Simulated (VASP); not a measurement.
Runs of VASP 6.6.1 on Al. The cell holds a slab with vacuum, 6 atoms: a = 2.827 Å, b = 2.827 Å, c = 26.482 Å, α = 90.00°, β = 90.00°, γ = 120.00°. 

```tsv
level	potentials or basis	k mesh	gap on the mesh (eV)	largest force (eV/Å)	work function (eV)
revPBE	VASP PAW PBE potentials, release 64 (Al)	8 × 8 × 1	none	(b)	(a)
PBEsol	VASP PAW PBE potentials, release 64 (Al)	8 × 8 × 1	none	0.22	4.04
r2SCAN	VASP PAW PBE potentials, release 64 (Al)	8 × 8 × 1	none	0.17	4.03
TPSS	VASP PAW PBE potentials, release 64 (Al)	8 × 8 × 1	none	0.22	-
PBE	VASP PAW PBE potentials, release 64 (Al)	11 × 11 × 1	none	0.22	3.72
LDA	VASP PAW LDA potentials, release 64 (Al)	8 × 8 × 1	none	0.19	4.16
```

Alike in all rows: task work function; no spin polarisation; cell as given; cutoff (eV) 520; smearing fermi-dirac 0.05 eV.

Problem. Fill in the values left out.

Solution. (a) 3.91; (b) 0.34.

Caveats: the PAW data sets were made with another functional, which shifts forces and pressure a little (some runs).

A gap of «none» marks a metal or a gap under the smearing width.
